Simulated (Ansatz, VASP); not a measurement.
**Two plane-wave programs on NaI**

```
Na I
1.0
     0.00000    3.23112    3.23112
     3.23112    0.00000    3.23112
     3.23112    3.23112    0.00000
Na I
1 1
Direct
  0.00000 0.00000 0.00000
  0.50000 0.50000 0.50000
```

Alike in both runs: task single point; functional PBE; k mesh 6 × 6 × 6; occupations gaussian, width 0.02 eV; no spin polarisation.

|  | VASP | Ansatz |
| --- | --- | --- |
| version | VASP 6.6.1 | Ansatz 0.2.0 |
| potentials or method | VASP PAW PBE potentials, release 64 (Na_pv, I) | scalar-relativistic, plane waves, PAW |
| plane-wave cutoff (eV) | 520 | 420 |
| valence electrons in the cell | 14 | 26 |

|  | VASP | Ansatz | Ansatz less VASP |
| --- | --- | --- | --- |
| gap on the k mesh at the Fermi level (eV) | 3.65 | 3.66 | +0.004 |
| least direct gap on the mesh (eV) | 3.65 | 3.66 | +0.004 |
| pressure (GPa) | 0.5 | 0.5 | -0.02 |

The functional is the same, so the differences come from potentials, cutoffs and numerics. The two sets of potentials don't hold the same shells in valence.

Caveats: spin-orbit coupling is left out, which moves the levels of the heavy elements.
